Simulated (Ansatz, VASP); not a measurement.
GaP: 3 runs at one level of theory

The starting cell:

```
Ga P
1.0
     0.00000    2.72525    2.72525
     2.72525    0.00000    2.72525
     2.72525    2.72525    0.00000
Ga P
1 1
Direct
  0.00000 0.00000 0.00000
  0.75000 0.75000 0.75000
```

Alike in all runs: task relaxation of cell and atoms; functional LDA; k mesh 8 × 8 × 8; occupations fermi-dirac, width 0.05 eV; no spin polarisation; no spin-orbit coupling. LDA stands for any of its common fits.

```csv
program and potentials,plane-wave cutoff (eV),notes,equilibrium volume (Å³/atom)
"Ansatz, Ansatz PAW",420,"potentials made for PBE, which Ansatz adapts in part",19.59
"Ansatz, all-electron LAPW, scalar-relativistic",-,-,19.59
"VASP, LDA PAW files Ga_d, P, 600 eV",600,-,19.61
```

The equilibrium volume spans 19.59 (Ansatz, Ansatz PAW) to 19.61 Å³/atom (VASP, LDA PAW files Ga_d, P, 600 eV), with all-electron results at 19.59. Relaxations stop with a little pressure left, so the last digit of a volume isn't settled.

Differences between rows come from potentials, basis sets and numerical settings, since the functional is the same but for its coding. Runs on potential files found faulty are left out.
